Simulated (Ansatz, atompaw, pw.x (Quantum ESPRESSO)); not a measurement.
# cobalt (Co): one change to the PAW (atompaw) potential, in the atom and in the fcc crystal

cobalt (Co), PAW, made with atompaw 4.2.0.5 (PBEsol, scalar-relativistic). Core [Ar], reference 3d7 4s2 4p0. Waves: 4s (bound): rc 2.80 bohr; 4s channel at 0.65 Ry: rc 2.80 bohr; 4p (bound, empty): rc 2.80 bohr; 4p channel at 1.95 Ry: rc 2.80 bohr; 3d (bound): rc 1.45 bohr; 3d channel at 0.1 Ry: rc 1.45 bohr. Local part: bessel scheme, radius 2.45 bohr. Core correction: smooth core density matched at 1.70 bohr. Augmentation charge: besselshape compensation charge, radius 2.70 bohr; PAW radius 2.80 bohr; waves and projectors: custom rrkj gramschmidtortho.

Change: augmentation besselshape compensation charge, radius 1.96 bohr; PAW radius 2.80 bohr; waves and projectors: custom rrkj gramschmidtortho.

Cutoffs, loose and tight: the cutoffs (Ry, on a coarse ladder) from which the occupation-weighted sum of valence levels, in a spherical-Bessel basis at the reference potential, stays within 10 and 1 mRy of its value at 400 Ry. They see the waves, projectors and local potential, not the compensation charge or the core.

Crystal test: fcc Co in pw.x 7.5, no spin, 16³ k-points, Fermi–Dirac smearing 0.01 Ry, cutoffs set for each file from its atomic test. The reference is all-electron LAPW (Ansatz 0.2.0) with the same functional, mesh and smearing; V0 and B0 come from Birch–Murnaghan fits to the pressures at five volumes. Errors are pseudo minus all-electron; Δ is the rms difference of the E(V) curves that follow from these fits, minima aligned, over ±6 % about the mean V0. Mesh and smearing are coarse, so the numbers serve the comparison and aren't converged zero-temperature values; the lattice is a test structure that the element need not adopt. Spin polarisation and strong correlation are left out, which matters for this element.

All-electron: a0 = 3.412 Å (V0 = 9.93 Å³/atom), B0 = 282.2 GPa.

Question: Does the change bring the crystal closer to the all-electron result?

Answer: The mean pressure error goes from +3.74 to +10.74 GPa, so the change moves the solid further from the all-electron pressures. The B0 error goes the other way, from +3.8 to +2.2 %.

```json
{"quantity": "outcome (atom)", "base": "generated", "changed": "generated"}
{"quantity": "cutoff, loose (atom)", "base": "50 Ry", "changed": "50 Ry"}
{"quantity": "cutoff, tight (atom)", "base": "90 Ry", "changed": "90 Ry"}
{"quantity": "bound ghosts (atom)", "base": "none", "changed": "none"}
{"quantity": "cutoffs in pw.x (Ry)", "base": "110/900", "changed": "110/900"}
{"quantity": "a0 (Å)", "base": "3.425", "changed": "3.450"}
{"quantity": "a0 error (%)", "base": "+0.40", "changed": "+1.13"}
{"quantity": "B0 error (%)", "base": "+3.8", "changed": "+2.2"}
{"quantity": "Δ (meV/atom)", "base": "7.8", "changed": "21.6"}
{"quantity": "mean pressure error (GPa)", "base": "+3.74", "changed": "+10.74"}
```

Base: The largest radius (2.80 bohr) exceeds half the bond length (2.28 bohr), so the spheres overlap, which is one possible source of error among others. Changed file: The largest radius (2.80 bohr) exceeds half the bond length (2.28 bohr), so the spheres overlap, which is one possible source of error among others. This is a poor potential for the solid. The atomic cutoffs weigh occupied waves only.
